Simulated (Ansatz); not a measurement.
# GaSe, space group P6_3/mmc: an optical spectrum

Computed with the Ansatz DFT code, driven from Python.

The script reads `gase.xyz`:
```text
8
Lattice="3.742 0.0 0.0 -1.871 3.24066706 0.0 0.0 0.0 15.919" Properties=species:S:1:pos:R:3 pbc="T T T"
Ga   -0.00000000    2.16044471    2.81766300
Ga    1.87100000    1.08022235   10.77716300
Ga   -0.00000000    2.16044471    5.14183700
Ga    1.87100000    1.08022235   13.10133700
Se   -0.00000000    2.16044471    9.55140000
Se    1.87100000    1.08022235    1.59190000
Se   -0.00000000    2.16044471   14.32710000
Se    1.87100000    1.08022235    6.36760000
```

The cells in order, each with its output:

In [1]:
```python
import ansatz as az
import matplotlib.pyplot as plt
import numpy as np
```

In [2]:
```python
SETTINGS = {
    "mesh": (6, 6, 2),
    "scf_tol": 1e-10,
}
```

In [3]:
```python
system = az.Crystal.from_extxyz("gase.xyz")
```

In [4]:
```python
len(system.resolved().sites)
```
Out [4]:
```text
8
```

In [5]:
```python
calc = (
    system.calculation()
    .kpoints(*SETTINGS["mesh"], center="gamma")  # the mesh must be finer for metals
    .scf(tolerance=SETTINGS["scf_tol"])
    .occupations(az.OccupationsMethod.FIXED)
    .optics(energy_step=0.1, nscf_kmesh=(12, 12, 2), spectra_wanted_up_to=8)
)
out = calc.run(threads=1, backend="cpu")
spectra = out.optics()
energy, filling = np.asarray(spectra.photon_energy_ev), spectra.band_filling
gapped = filling.kind == "insulating"
eps1 = np.asarray(filling.eps1 if gapped else filling.eps1_interband)[:3].mean(axis=0)
eps2 = np.asarray(filling.eps2 if gapped else filling.eps2_interband)[:3].mean(axis=0)
print("filling:", filling.kind, "- valid up to", round(spectra.valid_up_to_ev, 2), "eV,", spectra.n_bands, "bands")
top = min(10, spectra.valid_up_to_ev)
# mean of xx, yy and zz; between bands only where the bands are partly filled
shown = energy <= top
plt.figure(figsize=(4.8, 3.2))
plt.plot(energy[shown], eps1[shown], label="eps1")
plt.plot(energy[shown], eps2[shown], label="eps2")
plt.xlabel("photon energy (eV)")
plt.legend()
plt.tight_layout()
plt.savefig("optics.png", dpi=100)
peak = int(np.argmax(np.where(shown & (energy > 0.3), eps2, 0)))
print(f"strongest absorption at {energy[peak]:.2f} eV, eps2 = {eps2[peak]:.2f}")
if gapped:
    print("eps_inf, bands beyond those summed included:", np.round(filling.eps_inf[:3], 3))
print("f-sum electrons:", np.round(filling.get("f_sum_n_eff"), 3))
```
```text
DeckWarning: basis.ecutwfc = 420 eV, auto-derived from the records' recommended cutoffs: set by Ga (normal level)
DeckWarning: scf.convergence.dr2_threshold = 1e-10 eV is looser than 1e-11 eV, the default for `output.optics` on PAW and all-electron files: empty levels that such a close leaves unsettled move [...]
filling: insulating - valid up to 11.65 eV, 91 bands
strongest absorption at 4.20 eV, eps2 = 23.32
eps_inf, bands beyond those summed included: [9.    9.    8.807]
f-sum electrons: [36.29 36.29 36.02]
```

Averages over directions belong to no single polarisation, least of all in layered crystals. No functional is typed, so the default, PBE, holds. The structure is a deposited one; some such entries were measured under pressure or heat, so a shift against it needn't be the functional's error alone. Warnings are shown shortened and without file and line. Independent-particle spectra on Kohn-Sham bands hold no excitons, and semilocal gaps are too small. Finished in 8.3 min on 1 thread of Intel(R) Xeon(R) Platinum 8259CL CPU @ 2.50GHz (Skylake/Cascade Lake), on a shared host, peak memory 1.6 GiB.
